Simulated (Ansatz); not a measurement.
Here is an Ansatz 0.2.0 calculation.

File input.yaml:

```yaml
crystal:
  lattice:
    - [0.0, 2.3712425216, 2.3712425216]
    - [2.3712425216, 0.0, 2.3712425216]
    - [2.3712425216, 2.3712425216, 0.0]
  atoms:
    - { symbol: Sb, position: [0.0, 0.0, 0.0] }
hamiltonian:
  xc: pbesol
  pseudopotentials: { kind: paw }
kpoints:
  mp_grid: { grid: [7, 7, 7] }
scf:
  occupations: { method: fermi_dirac, width: 0.05 }
output:
  forces: true
  stress: true
elastic:
  mode: relaxed_ion
  stencil: two_point
```

Potentials or basis: Ansatz PAW.

Run with:

```sh
$ ansatz run input.yaml --threads 2 --pin off --max-ram 5632MiB --backend cpu --events-out ev --progress --plain --runs-dir out
```

Question: Predict the elastic constants C11, C12, C44.

Answer: 14, 70, -79 GPa.

Question: Predict the Voigt bulk modulus.

Answer: 51 GPa.

Question: Estimate the pressure.

Answer: -1.7 GPa.

Question: Predict the band gap on the k mesh.

Answer: None (metal or under the smearing width).

Elastic tensor in Voigt notation (GPa, in the Cartesian axes of the cell as first typed):
```
 14  70  70   0   0   0
 70  14  70   0   0   0
 70  70  14   0   0   0
  0   0   0 -79   0   0
  0   0   0   0 -79   0
  0   0   0   0   0 -79
```

Caveat: the elastic tensor has a negative eigenvalue, so either the cell is unstable as it stands or the mesh is too thin; the PAW data sets come from PBE, with cores solved anew for the run's functional, which leaves a small shift of forces and pressure. The run has no spin-orbit coupling, so splittings on Sb are missing.
